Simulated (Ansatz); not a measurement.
# Ba (Im-3m) in Ansatz: notebook, part 2 of 2

Ansatz 0.2.0.

## 6. Single point, PBEsol, 62.98 Å³/atom (strain_shear_xy = -0.02)

The input, input.yaml:

```yaml
crystal:
  lattice:
    - [-2.531565, 2.531565, 2.5065]
    - [2.531565, -2.531565, 2.5065]
    - [2.481435, 2.481435, -2.5065]
  atoms:
    - { symbol: Ba, position: [0.0, 0.0, 0.0] }
kpoints:
  mp_grid: { grid: [8, 8, 8] }
scf:
  occupations: { method: fermi_dirac, width: 0.05 }
hamiltonian:
  xc: pbesol
  pseudopotentials: { kind: all_electron, lapw: { basis_error: 0.001 } }
output:
  forces: true
  stress: true
  eigenvalues: true
```

Potentials or basis: all-electron LAPW, scalar-relativistic.

Started as:

```bash
ansatz run input.yaml --threads 1 --pin off --max-ram 3072MiB --backend cpu --events-out ev --progress --plain --runs-dir out
```

Wall time 3.6 s (1 thread of Arm Neoverse V2, shared host); peak memory 0.23 GiB.

Results (log left out):

| Item | Value |
| --- | --- |
| Free energy | -221285.3769 eV |
| Pressure | -0.7 GPa |
| Band gap on the k mesh | none (metal or under the smearing width) |

## 7. Band structure, PBEsol

The input, input.yaml:

```yaml
crystal:
  lattice:
    - [-2.5065, 2.5065, 2.5065]
    - [2.5065, -2.5065, 2.5065]
    - [2.5065, 2.5065, -2.5065]
  atoms:
    - { symbol: Ba, position: [0.0, 0.0, 0.0] }
kpoints:
  mp_grid: { grid: [8, 8, 8] }
  band_path:
    path:
      - [0.0, 0.0, 0.0]
      - [0.5, -0.5, 0.5]
      - [0.0, 0.0, 0.5]
      - [0.0, 0.0, 0.0]
      - [0.25, 0.25, 0.25]
      - [0.5, -0.5, 0.5]
    npoints: 10
scf:
  occupations: { method: fermi_dirac, width: 0.05 }
hamiltonian:
  xc: pbesol
  pseudopotentials: { kind: all_electron, lapw: { basis_error: 0.001 } }
output:
  forces: true
  stress: true
  eigenvalues: true
```

Potentials or basis: all-electron LAPW, scalar-relativistic.

Started as:

```bash
ansatz run input.yaml --threads 1 --pin off --max-ram 3072MiB --backend cpu --events-out ev --progress --plain --runs-dir out
```

Log:

```text
Warning: RAYON_NUM_THREADS=1 ignored (pool sized by the plan → 1); use --threads N
LAPW: plane waves up to 4.413 Å⁻¹, error target 1.0e-3 eV per atom; small_component_spin mean_spin; Ba in spheres of 2.171 Å, 20 of its electrons in bands, Dirac shells [] (how accurate: hamiltonian.pseudopotentials.lapw.basis_error, Limitations)
Engine: ansatz 0.2.0, aarch64-unknown-linux-gnu
Pseudopotentials: kind: all_electron
Pseudopotential: Ba, LAPW, valence charge 20, lapw/all_electron/scalar/gaussian/Ba, Koelling and Harmon's equation, gaussian nucleus
Functional definition: PBEsol
  exchange = pbesol_x
  correlation = pbesol_c
Crystal: 1 atoms, lattice volume = 62.989 Å³
Basis set: ecut = 74.18381590883834 eV, 87 PW (Γ), exchange–correlation at level 2
Bands: 14, of which v1, the nominal top of the filled ones, is band 10 counted from 1 (9 counted from 0)
Symmetry: 48 space group operations
Space group: Im-3m (ITA 229), of the structure as read, at distance tolerance 4.0e-5 Å
k-points: 29 of 512
Non-local potential: Ba, projectors of the file, none
Initial density: superposition of atomic densities (chi_scale 0.1, normalization cell)
Initial wavefunctions: plane waves of lowest kinetic energy (no species holds an atomic orbital)
Functional: x = pbesol(κ = 0.804, μ = 0.12345679012345678), c = pbesol(β = 0.046)
iter 1 solved again at ethr=1.89e-5 eV; its pass at ethr=1.00e-1 eV (dr2=3.77e-3 eV) is discarded
SCF iter   1: F=—  HF=-221285.374066 eV  |F-HF|=—  |Δ(HF+E_count)|=         —  Δρ=2.06e-3  dr2=3.79e-3  ethr=1.89e-5  ⟨swp⟩=6.3  Hψ=3225  notcnv=0
preconditioner: auto → none  [insulator: Δε(μ)=0.171 eV  Ē_g=2.783 eV  σ=0.050 eV  W_gap=0.66  n_scr=12 (ndim 8)  ℏωp=6.6 eV  f_vac=0.000  D(μ)=0.93/eV (n_scr^D=0)  ε∞_Penn≈6.7]
SCF iter   2: F=—  HF=-221285.376435 eV  |F-HF|=—  |Δ(HF+E_count)|=   2.37e-3  Δρ=1.11e-3  dr2=1.10e-3  ethr=1.89e-5  ⟨swp⟩=2.0  Hψ=1343  notcnv=0
iter 3 solved again at ethr=5.16e-8 eV; its pass at ethr=5.52e-6 eV (dr2=1.03e-5 eV) is discarded
SCF iter   3: F=—  HF=-221285.377709 eV  |F-HF|=—  |Δ(HF+E_count)|=   1.27e-3  Δρ=9.77e-5  dr2=1.02e-5  ethr=5.16e-8  ⟨swp⟩=2.3  Hψ=2204  notcnv=0
SCF iter   4: F=—  HF=-221285.377682 eV  |F-HF|=—  |Δ(HF+E_count)|=   2.64e-5  Δρ=2.16e-5  dr2=5.19e-7  ethr=5.12e-8  ⟨swp⟩=2.0  Hψ=1342  notcnv=0
SCF iter   5: F=-221285.377682 eV  HF=-221285.377682 eV  |F-HF|=6.40e-10  |Δ(HF+E_count)|=   1.47e-7  Δρ=3.64e-7  dr2=1.50e-10  ethr=2.59e-9  ⟨swp⟩=2.4  Hψ=1354  notcnv=0
SCF 1 converged in 5 iterations: F = -221285.377682 eV  dr2 = 1.50e-10
NSCF: frozen V_eff on 51 k-points
SCF converged after 5 iterations
Free energy (F): -221285.377682 eV
Harris-Foulkes:  -221285.377682 eV  (|F-HF|=6.40e-10)
Internal energy: -221285.369583 eV  (E = F + TS)
E sigma→0 (E₀):  -221285.373633 eV
Entropy (-TS):   -0.008100 eV (-8.100 meV/atom)
Fermi energy:    7.548957 eV
--- Per-component energies (eV) ---
  E_band       = -838.012704
  E_kinetic    = 235765.298952
  E_xc         = -5304.416002
  E_electrostatic = -451746.252532  (all electrons and nuclei)
  E_smearing   = -0.008100  (= −TS)
  E_closure    = 0.000000  (closes the sum)
  E_atoms      = -221283.258438  (free atoms, spherical and without spin; not in F)
  Σ components = -221285.377682   (vs F -221285.377682, Δ=0.00e0)
  Basis errors (estimates in eV, not in F): energy 3.6e-4 per atom: plane waves 3.3e-4 (1.7e-4 summed), levels above the bands 3.0e-29, relativity 1.9e-9, radial functions 2.9e-5, core shells 3.3e-7; eigenvalues (radial functions only) 1.5e-6; not estimated: angular momenta, meshes, grids; target (lapw.basis_error) 1.0e-3; muffin-tin radii Ba 2.171 Å
--- Forces (eV/Å), atoms counted from 1 ---
  atom   1  Ba     0.00000000    -0.00000000    -0.00000000
  max |Σ_I F_I| component: 5.55e-32 eV/Å
--- Stress (GPa, compression-positive) ---
       -0.709704       0.000000       0.000000
        0.000000      -0.709704      -0.000000
        0.000000      -0.000000      -0.709704
  P = ⅓ Tr σ = -0.7097 GPa (-7.097 kbar)
--- Band table (eV; the first three rows and the last of 29) ---
  k-point 0: bands = ["-77.0688", "-77.0688", "-77.0688", "-77.0635", "-77.0635", "-21.2861", "-6.2120", "-6.2120", "-6.2120", "4.8043", "9.3867", "9.3867", "9.3867", "10.8200"]
  k-point 1: bands = ["-77.0688", "-77.0688", "-77.0688", "-77.0635", "-77.0635", "-21.2797", "-6.2849", "-6.2345", "-6.2125", "5.0918", "9.1520", "9.2154", "9.6678", "10.4887"]
  k-point 2: bands = ["-77.0688", "-77.0688", "-77.0688", "-77.0635", "-77.0635", "-21.2643", "-6.4538", "-6.2881", "-6.2135", "5.8168", "8.6930", "8.7127", "10.4747", "10.5389"]
  k-point 28: bands = ["-77.0688", "-77.0688", "-77.0688", "-77.0635", "-77.0635", "-21.2101", "-6.5356", "-6.5356", "-6.5356", "7.0358", "7.0358", "11.5701", "11.5701", "11.5701"]
```

bands.tsv:

```text
# k_distance	band_0	band_1	band_2	band_3	band_4	band_5	band_6	band_7	band_8	band_9	band_10	band_11	band_12	band_13
# fermi_ev = 7.548957
# lock_threshold_ev = 1e-6
[... 12 lines left out ...]
0.376013	-84.617755	-84.617755	-84.617755	-84.612423	-84.612423	-28.817616	-13.888017	-13.825319	-13.825319	-1.954460	1.674677	1.674677	1.841869	2.220234
0.501351	-84.617753	-84.617753	-84.617753	-84.612423	-84.612423	-28.806353	-13.954661	-13.869614	-13.869614	-1.432553	1.257612	1.701392	1.701392	2.508398
0.626689	-84.617751	-84.617751	-84.617751	-84.612424	-84.612424	-28.794351	-14.011839	-13.919402	-13.919402	-0.886456	0.736066	1.836563	1.836563	2.865657
[... 43 lines left out ...]
5.088292	-84.617746	-84.617746	-84.617746	-84.612426	-84.612425	-28.760245	-14.086056	-14.086056	-14.069736	-0.469830	-0.469830	3.419251	3.880136	3.880136
5.196838	-84.617746	-84.617746	-84.617746	-84.612426	-84.612426	-28.759060	-14.084567	-14.084567	-14.084567	-0.513194	-0.513194	4.021108	4.021108	4.021108
```

It took 2.2 s on 1 thread of Arm Neoverse V2, shared host; peak memory 0.2 GiB.

What came out:

```yaml
Free_energy: -221285.3777 eV
Pressure: -0.7 GPa
Band_gap_along_the_path: none (metal or under the smearing width)
```

Levels at the corners of the path, in eV from the Fermi level:
| point | band 6 | band 7 | band 8 | band 9 | band 10 | band 11 | band 12 | band 13 | band 14 |
| --- | --- | --- | --- | --- | --- | --- | --- | --- | --- |
| Γ | -28.84 | -13.76 | -13.76 | -13.76 | -2.74 | 1.84 | 1.84 | 1.84 | 3.27 |
| H | -28.76 | -14.08 | -14.08 | -14.08 | -0.51 | -0.51 | 4.02 | 4.02 | 4.02 |
| N | -28.79 | -14.23 | -13.91 | -13.76 | -0.88 | 0.70 | 1.26 | 3.22 | 3.82 |
| Γ | -28.84 | -13.76 | -13.76 | -13.76 | -2.74 | 1.84 | 1.84 | 1.84 | 3.27 |
| P | -28.79 | -14.00 | -14.00 | -14.00 | 0.54 | 0.54 | 0.54 | 3.51 | 3.92 |
| H | -28.76 | -14.08 | -14.08 | -14.08 | -0.51 | -0.51 | 4.02 | 4.02 | 4.02 |

Caveat: spin-orbit coupling is left out, which moves the levels of the heavy elements.

## 8. Overview

| task | level | potentials or basis | spin | k mesh | cutoff (eV) | smearing | pressure (GPa) |
| --- | --- | --- | --- | --- | --- | --- | --- |
| elastic constants | revPBE | all-electron LAPW, scalar-relativistic | off | 6 × 6 × 6 | 80 | gaussian 0.1 eV | 0.7 |
| band structure | PBE | all-electron LAPW, scalar-relativistic | off | 6 × 6 × 6 | 74 | fermi-dirac 0.05 eV | 0.1 |
| band structure | PBE | all-electron LAPW, relativistic spinors | SOC, no magnetisation | 6 × 6 × 6 | 74 | fermi-dirac 0.05 eV | 0.1 |
| band structure | PBEsol | all-electron LAPW, scalar-relativistic | off | 8 × 8 × 8 | 74 | fermi-dirac 0.05 eV | -0.7 |

Alike in all rows: cell as given; basis error allowed 0.001 eV/atom.

Caveats: the k mesh is thin for a metal, which can move the energy by tens of meV per atom (some runs); spin-orbit coupling is left out, which moves the levels of the heavy elements (some runs); a metal's response needs a denser mesh (some runs); elastic constants of metals need much finer meshes, so these are rough (some runs).

Compare energies only between runs with the same functional and basis.
